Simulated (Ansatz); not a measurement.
Reaction (ligand exchange at a B–C bond): `ClBC[O][GeH3]` + `CC(=O)O` → `CC(=O)OBCl` + `C[O][GeH3]`

Program: Ansatz. Geometries: PBE0-D4/def2-TZVP. ΔE: electronic, gas phase. CBS: MP2 limit from def2 TZ/QZ plus the TZ coupled-cluster correction, frozen cores. DFT in def2-TZVPP. B3LYP here is the variant with VWN-RPA as its local correlation; programs differ in this. For Ge outer-core shells are correlated without core-valence functions, which leaves a few kJ/mol of doubt a bond. Scalar relativity is left out up to krypton. One conformer a species, not always the lowest.

| level | ΔE (kcal/mol) |
| --- | --- |
| r2SCAN-D4 | -24.3 |
| B3LYP-D4 | -25.1 |
| ωB97M-V | -24.3 |
| PBE0 | -23.5 |
| B3LYP | -25.7 |
| SCS-MP2/def2-TZVPP | -26.0 |
| HF/def2-QZVPP | -28.1 |
| MP2/CBS(def2) | -24.8 |

Task: What does CCSD(T)/CBS give? (Estimate.)

Result: Ansatz gave: -24.7 kcal/mol. The listed levels differ from it by 0.4, -0.4, 0.4, 1.2, -1.0, -1.3, -3.4, -0.1 kcal/mol.

Largest T1 diagnostic among the species: 0.015.

In def2-TZVPP, CCSD(T) changes the Hartree–Fock value by +2.6 kcal/mol (the triples alone add +0.2 kcal/mol) and MP2 by +2.5 kcal/mol.

CCSD(T)/CBS has its own doubt, a few kJ/mol and more with outer-core shells, so smaller differences from it don't rank the levels.
